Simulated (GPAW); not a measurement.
A run of GPAW 26.7.0:

run.py

```python
from ase import Atoms
from ase.dft.bandgap import bandgap
from ase.io import write
from ase.units import GPa
from gpaw import GPAW, PW

atoms = Atoms(['Co', 'O'],
              cell=[[-1.508, 1.508, 2.1072475377],
                    [1.508, -1.508, 2.1072475377],
                    [1.508, 1.508, -2.1072475377]],
              scaled_positions=[[0.0, 0.0, 0.0],
                                [0.5, 0.5, 0.0]],
              pbc=True)
atoms.set_initial_magnetic_moments([2.0, 0.0])

calc = GPAW(mode=PW(800),
            xc='LDA',
            kpts={'size': (8, 8, 8), 'gamma': True},
            occupations={'name': 'fermi-dirac', 'width': 0.05},
            nbands=17,
            convergence={'density': 1e-05, 'energy': 1e-05},
            maxiter=150,
            txt='gpaw.txt')
atoms.calc = calc
energy = atoms.get_potential_energy()
forces = atoms.get_forces()
stress = atoms.get_stress()
calc.write('gs.gpw')
write('result.traj', atoms)
print(f'Energy: {energy:.6f} eV')
print('Forces (eV/A):')
print(forces.round(4))
print('Stress (GPa):', (stress / GPa).round(3))
print('Moments:', calc.get_magnetic_moments().round(3))
print('Fermi level:', round(calc.get_fermi_level(), 4), 'eV')
print(f'Gap: {bandgap(calc)[0]:.4f} eV, direct: {bandgap(calc, direct=True)[0]:.4f} eV')

path = atoms.cell.bandpath('GXYSGZS1NPY1Z,XP', npoints=60, eps=1e-4)
bs_calc = calc.fixed_density(kpts=path, symmetry='off', nbands=25,
                             convergence={'bands': 'CBM+6.0', 'eigenstates': 1e-6}, txt='bands.txt')
bs = bs_calc.band_structure()
bs.write('bs.json')
print(f'Gap on the path: {bandgap(bs_calc)[0]:.4f} eV')
```

Potentials or basis: the program's PAW data sets (release 1.2.1) made for this functional, pw.

Launch:

```bash
$ OMP_NUM_THREADS=1 python run.py
```

Hardware: 1 thread of Arm Neoverse V1 (shared host).

Task: Estimate the wall time of this run.

Result: Wall time 67 s on 1 thread of Arm Neoverse V1, on a shared host, peak memory 0.26 GiB. Counts: scf iterations 19, plane waves 998, bands 17, k points 59.
